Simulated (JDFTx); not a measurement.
The system is AlN.

```
Al N
1.0
     0.00000    2.18399    2.18399
     2.18399    0.00000    2.18399
     2.18399    2.18399    0.00000
Al N
1 1
Direct
  0.00000 0.00000 0.00000
  0.25000 0.25000 0.25000
```

Measurements of this composition are mostly on another form, of space group No. 186.

- Program: JDFTx 1.7.0 (patched build)
- Task: single point
- Functional: PBE
- Potentials or basis: PseudoDojo-SR-PBE-0.5-standard
- Cutoff: 1143 eV
- Density cutoff: 9143 eV
- k mesh: 10 × 10 × 10
- Occupations: fermi-dirac, width 0.05 eV
- Spin: no spin polarisation

On this cell: pressure 4.5 GPa; largest force zero by symmetry; band gap on the k mesh 3.32 eV, indirect (least direct gap 4.19 eV).

The same run follows on a disturbed copy (atoms moved at random, drawn with an rms of 0.05 Å):

```
CELL_PARAMETERS angstrom
0.00000 2.18399 2.18399
2.18399 0.00000 2.18399
2.18399 2.18399 0.00000
ATOMIC_POSITIONS crystal
Al 0.00035 0.99402 0.01127
N 0.24779 0.25620 0.24190
```

What changes?

The energy moves by +10.6 meV/atom; pressure 4.9 GPa; largest force 0.765 eV/Å; band gap on the k mesh 3.17 eV, indirect (least direct gap 4.03 eV).

Forces in eV/Å, atoms in the order of the input:
```
Al  -0.174 -0.695  0.270
N    0.174  0.695 -0.270
```

Stress tensor (GPa, compression positive):
```
 5.00 -1.33  3.44
-1.33  4.59  0.86
 3.44  0.86  4.96
```

Caveats: the empty levels aren't tightly converged (some runs).

A k mesh can miss the band edges.
